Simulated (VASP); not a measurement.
Input of a VASP 6.6.1 run:

The input INCAR:

```
ALGO     = Normal         # electronic algorithm
EDIFF    = 1E-7           # SCF threshold, eV
ENCUT    = 520            # plane-wave cutoff, eV
GGA      = PE             # functional
ISIF     = 2              # what is computed and relaxed
ISMEAR   = -1             # smearing method
IVDW     = 12             # dispersion correction
LASPH    = T              # aspherical terms in the spheres
LCHARG   = T              # write CHGCAR
LELF     = T              # ELF
LREAL    = Auto         
LVHAR    = T            
LWAVE    = F              # write WAVECAR
NBANDS   = 45             # bands
NELM     = 60             # most SCF steps
PREC     = Accurate       # precision mode
SIGMA    = 0.05           # smearing width, eV
```

Contents of KPOINTS:

```
k-points
0
Gamma
  1 1 1
```

The input POSCAR:

```
H15NO6
1.0
    6.0276500000      0.0000000000      0.0000000000
    0.0000000000      6.0276500000      0.0000000000
    0.0000000000      0.0000000000      6.0276500000
O H N
6 15 1
Direct
    0.0086742987      0.0852801848      0.3442535618
    0.7393342392      0.6320747924      0.7305893827
    0.6009039538      0.3344558919      0.2872700604
    0.6737966127      0.7743447279      0.3015564162
    0.3537530576      0.0089900063      0.0726739518
    0.4002477858      0.3280009001      0.6910698905
   -0.0993273200      0.2067922943      0.3313239746
   -0.0884034541     -0.0456271221      0.3266152141
    0.7074895083      0.7092101542      0.5889284324
    0.8015617870      0.7465661851      0.8250894367
    0.5238209445      0.3107652560      0.4317876223
    0.5356186824      0.2248133749      0.1865483957
    0.5544427332      0.8622529989      0.2296735618
    0.6395240800      0.6173775767      0.2676255510
    0.2944555981     -0.1404604012      0.0225399370
    0.2253627210      0.0549236597      0.1706082625
    0.5135602256      0.4292072619      0.7525996829
    0.3878971408      0.2036066096      0.7957529179
    0.0018440863      0.6057559322      0.1030780607
    0.1448409357      0.5103786363     -0.1106516303
    0.2502950919      0.5051600283      0.1399503074
    0.1567896915      0.5988967518      0.0339481098
```

Potentials or basis: VASP PAW PBE potentials, release 64 (O, H, N).

Run with:

```sh
$ cat potpaw_PBE.64/O/POTCAR potpaw_PBE.64/H/POTCAR potpaw_PBE.64/N/POTCAR > POTCAR
$ mpirun -np 1 vasp_gam > vasp.out
```

(1) Estimate the band gap on the k mesh.

(2) What does it give for the dispersion energy per atom?

(3) What does it give for the largest force?

(4) Predict the pressure.

Results:

(1) 4.79 eV, direct.

(2) -0.035 eV.

(3) 0.173 eV/Å.

(4) 0.1 GPa.
